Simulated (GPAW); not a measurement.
# Sn (I4/mmm) in GPAW: single point with PBEsol

Aim: the single point of Sn with PBEsol.

Everything below comes from runs of GPAW 26.7.0. Logs are shortened: lines on timing, memory, paths and dates and some standing lists are left out, and cuts for length are marked. The log counts tension as positive stress, the text compression.

### 1 The crystal as given

Symmetry: I4/mmm, No. 139, tetragonal system. Conventional cell: a = 4.058 Å, b = 4.058 Å, c = 3.322 Å, α = 90.00°, β = 90.00°, γ = 90.00°. Around Sn (site symmetry 4/mmm) lie 10 Sn at 3.32 Å.

This isn't the form of Sn at room conditions, which is tetragonal (white tin).

### 2 Single point, PBEsol

run.py

```python
from ase.dft.bandgap import bandgap
from ase.io import read, write
from ase.units import GPa
from gpaw import GPAW, PW, setup_paths

setup_paths.insert(0, '.')

atoms = read('Sn.xyz')

calc = GPAW(mode=PW(500),
            xc='PBEsol',
            kpts={'size': (8, 8, 8), 'gamma': True},
            occupations={'name': 'fermi-dirac', 'width': 0.05},
            nbands=14,
            maxiter=120,
            txt='gpaw.txt')
atoms.calc = calc
energy = atoms.get_potential_energy()
forces = atoms.get_forces()
stress = atoms.get_stress()
calc.write('gs.gpw')
write('result.traj', atoms)
print(f'Energy: {energy:.6f} eV')
print('Forces (eV/A):')
print(forces.round(4))
print('Stress (GPa):', (stress / GPa).round(3))
print('Fermi level:', round(calc.get_fermi_level(), 4), 'eV')
print(f'Gap: {bandgap(calc)[0]:.4f} eV, direct: {bandgap(calc, direct=True)[0]:.4f} eV')
```

Sn.xyz

```xyz
1
Lattice="-2.0291894110 2.0291894110 1.6607599896 2.0291894110 -2.0291894110 1.6607599896 2.0291894110 2.0291894110 -1.6607599896" Properties=species:S:1:pos:R:3 pbc="T T T"
Sn     0.0000000000      0.0000000000      0.0000000000
```

Potentials or basis: PAW data sets generated in the run's folder for this functional, pw.

The run is started by

```sh
$ gpaw-setup -f PBEsol Sn
$ OMP_NUM_THREADS=1 python run.py
```

gpaw.txt:

```text
__  _  _
 | _ |_)|_||  |
 |__||  | ||/\| - 26.7.0

Input parameters:
  mode=PW(ecut=500.0),
  kpts=MonkhorstPack(size=(8, 8, 8), gamma=True),
  maxiter=120,
  nbands=14,
  occupations=Occupations(name='fermi-dirac', width=0.05),
  xc=XC(name='PBEsol')

Diagonalizing LCAO Hamiltonian
Converting LCAO to pw mode

       Sn

Atoms  # Å, Bohr magnetons
|   | symbol |        x |        y |        z |    initial magnetic moments |
|---|--------|----------|----------|----------|-----------------------------|
| 0 |     Sn | 0.000000 | 0.000000 | 0.000000 | ( 0.0000,  0.0000,  0.0000) |

Unit cell  # Å
| periodic |         x |         y |         z |  lengths |     angles |
|----------|-----------|-----------|-----------|----------|------------|
|      yes | -2.029189 |  2.029189 |  1.660760 | 3.315621 | 104.530205 |
|      yes |  2.029189 | -2.029189 |  1.660760 | 3.315621 | 104.530205 |
|      yes |  2.029189 |  2.029189 | -1.660760 | 3.315621 | 119.882259 |

Number of symmetries: 16
Symmetry operations  # r_c * U_cc + t_c -> r_c
|    | kind |            matrix            |
|----|------|------------------------------|
|  0 |  σ   |  1, 1, 1,  0, 0,-1,  0,-1, 0 |
|  1 |  C4  |  1, 1, 1,  0, 0,-1, -1, 0, 0 |
|  2 |  E   |  1, 0, 0,  0, 1, 0,  0, 0, 1 |
|  3 |  σ   |  1, 0, 0,  0, 1, 0, -1,-1,-1 |
|  4 |  σ   |  0, 1, 0,  1, 0, 0,  0, 0, 1 |
|  5 |  C2  |  0, 1, 0,  1, 0, 0, -1,-1,-1 |
|  6 |  C2  |  0, 0, 1, -1,-1,-1,  1, 0, 0 |
|  7 |  S4  |  0, 0, 1, -1,-1,-1,  0, 1, 0 |
|  8 |  C4  |  0, 0,-1,  1, 1, 1,  0,-1, 0 |
|  9 |  σ   |  0, 0,-1,  1, 1, 1, -1, 0, 0 |
| 10 |  σ   |  0,-1, 0, -1, 0, 0,  1, 1, 1 |
| 11 |  C2  |  0,-1, 0, -1, 0, 0,  0, 0,-1 |
| 12 |  C2  | -1, 0, 0,  0,-1, 0,  1, 1, 1 |
| 13 |  i   | -1, 0, 0,  0,-1, 0,  0, 0,-1 |
| 14 |  S4  | -1,-1,-1,  0, 0, 1,  1, 0, 0 |
| 15 |  C2  | -1,-1,-1,  0, 0, 1,  0, 1, 0 |

BZ-sampling:
  Number of BZ points: 512
  Number of IBZ points: 59

  Monkhorst-Pack size: [8, 8, 8]
  Monkhorst-Pack shift: [0.0625, 0.0625, 0.0625]

K-points  # in reciprocal-cell coordinates
|     |                                coordinates |     weight |
|-----|--------------------------------------------|------------|
|   0 | (  0.00000000,   0.00000000,   0.00000000) | 0.00195312 |
|   1 | (  0.12500000,  -0.12500000,   0.00000000) | 0.00781250 |
|   2 | (  0.12500000,  -0.12500000,   0.12500000) | 0.00781250 |
|   3 | (  0.12500000,   0.00000000,   0.00000000) | 0.01562500 |
|   4 | (  0.12500000,   0.12500000,  -0.12500000) | 0.00390625 |
|   5 | (  0.25000000,  -0.25000000,   0.00000000) | 0.00781250 |
|   6 | (  0.25000000,  -0.25000000,   0.12500000) | 0.01562500 |
|   7 | (  0.25000000,  -0.25000000,   0.25000000) | 0.00781250 |
|   8 | (  0.25000000,  -0.12500000,   0.00000000) | 0.03125000 |
|   9 | (  0.25000000,  -0.12500000,   0.12500000) | 0.01562500 |
| ... |                                            |            |
|  58 | (  0.50000000,   0.50000000,   0.50000000) | 0.00195312 |

Plane wave coefficients: 718
Cutoff: 500.0 eV

Spin-components: 1 (collinear spins)
Bands:           14
Projectors:      6
Spin-degeneracy: 2
Datatype:        complex128

Parallelization:
  kpt:    1
  domain: 1
  band:   1

Density:
  Valence electrons: 14.0
  Components: 1
  Grid points: [18 18 18]
  Charge: 0.0  # |e|

Potential:
  Grid points: [18 18 18]

species:
  Sn:
    name:    Tin
    Z:       50.0
    valence: 14
    core:    36
    charge:  0.0  # [|e|]
    compensation charges:
      type: gauss
      rc: 0.38  # [Å]
      lmax: 2
    cutoffs:
      filter: 2.23  # [Å]
      core: 2.35  # [Å]
    projectors
    | kind |    occ | energy [eV] | rcut [Å] |
    |------|--------|-------------|----------|
    |   5s |  2.000 |     -10.584 |    1.201 |
    |   5p |  2.000 |      -3.711 |    1.270 |
    |   4d | 10.000 |     -25.798 |    1.185 |
    |    s |        |      16.628 |    1.201 |
    |    p |        |      23.501 |    1.270 |
    |    d |        |       1.413 |    1.185 |

    Using partial waves for Sn as LCAO basis

Reference energy: -167935.903346  # eV

eigensolver:
  PPCG
  Converge bands: occupied
  niter=2

density mixing:
  MSR1-Mixer
  Pratt-step length: 0.05
  Maximum mixing coefficient: 0.75
  Old densities: 10
  SVD Regularization: 0.005
  Good broyden scale: 1.0
  Trust region scale: 1.0
  Backstep threshold: 4.0
  History deletion threshold: 6.0
  Fourier metric: weight=20.0, sigma=0.015

occupation numbers:
  Fermi-Dirac:
    width: 0.0500  # eV

poisson solver:
  ecut: 4000.0  # eV

xc functional:
  name: PBEsol with 2 nearest neighbor stencil

convergence criteria:
- Maximum [total energy] change in last 3 cyles: 0.0005 eV / valence electron
- Maximum integral of absolute [dens]ity change: 0.0001 electrons / valence electron
- Maximum integral of absolute [eigenst]ate change: 4e-08 eV^2 / valence electron
maximum number of iterations: 120

SCF iterations
|iter     | |      energy | eigst |  dens |
|---------|-|-------------|-------|-------|
|iter:   1| |   -4.455679 | -0.20 |       |
|iter:   2| |   -4.454476 | -2.75 | -1.74 |
|iter:   3| |   -4.441016 | -2.91 | -1.77 |
|iter:   4| |   -4.440976 | -3.95 | -2.33 |
|iter:   5| |   -4.441036c| -5.05 | -2.96 |
|iter:   6| |   -4.441041c| -6.39 | -3.84 |
|iter:   7| |   -4.441041c| -7.52c| -4.54c|

Converged in 7 steps
Energy contributions relative to reference atoms: (reference = -167935.903346)

Energy contributions:
  Kinetic:           3.138466
  Coulomb:          -3.199418
  Zero:              0.003871
  External:          0.000000
  Xc:               -4.381699
  Entropy:          -0.004521
  Spinorbit:         0.000000
  ----------------------------
  Free energy:      -4.443301
  Extrapolated:     -4.441041

dipole moment: (-6.885979, -6.885979, -5.635727)  # |e|*Ang

Fermi level: 7.038
Eigenvalues  # (at kpt = [0.000, 0.000, 0.000])
| band index |      eig [eV] | occ [0-2] |
|------------|---------------|-----------|
|          0 |       -14.486 |     2.000 |
|          1 |       -14.406 |     2.000 |
|          2 |       -14.406 |     2.000 |
|          3 |       -14.402 |     2.000 |
|          4 |       -14.293 |     2.000 |
|          5 |        -4.067 |     2.000 |
|          6 |        13.712 |     0.000 |
|          7 |        13.713 |     0.000 |
|          8 |        16.266 |     0.000 |
|          9 |        17.224 |     0.000 |
|         10 |        18.336 |     0.000 |
|         11 |        19.612 |     0.000 |
|         12 |        19.612 |     0.000 |
|         13 |        21.543 |     0.000 |

No gap
No difference between direct/indirect transitions

Forces  # eV/Ang
|       x |       y |        z |
|---------|---------|----------|
| 0.00000 | 0.00000 | -0.00000 |  # Sn   0

Stress tensor  # eV/Ang^3
|         x |         y |        z |
|-----------|-----------|----------|
|  0.016061 | -0.000000 | 0.000000 |
| -0.000000 |  0.016061 | 0.000000 |
|  0.000000 |  0.000000 | 0.019477 |

# Writing to gs.gpw (mode='')
```

It took 10 s on 1 thread of Arm Neoverse V2, shared host; peak memory 0.13 GiB.

What came out:

* Free energy: -4.4433 eV
* Pressure: -2.8 GPa
* Band gap on the k mesh: none (metal or under the smearing width)

Stress tensor (GPa, compression positive):
```
-2.57  0.00  0.00
 0.00 -2.57  0.00
 0.00  0.00 -3.12
```

Levels at points of the mesh, in eV from the Fermi level:
| k point | band 4 | band 5 | band 6 | band 7 | band 8 | band 9 | band 10 |
| --- | --- | --- | --- | --- | --- | --- | --- |
| (0.00, 0.00, 0.00) | -21.44 | -21.33 | -11.11 | 6.67 | 6.67 | 9.23 | 10.19 |
| (0.50, 0.00, 0.50) | -21.30 | -21.28 | -5.83 | -4.23 | 2.99 | 4.24 | 7.11 |
| (0.50, 0.50, 0.00) | -21.38 | -21.28 | -7.33 | -4.76 | 5.70 | 7.65 | 10.30 |
| (0.50, 0.50, 0.50) | -21.30 | -21.27 | -3.46 | -1.64 | -1.64 | 2.44 | 2.98 |

Caveat: the cutoff is short for stress and forces, so pressures can be off by a GPa or more.
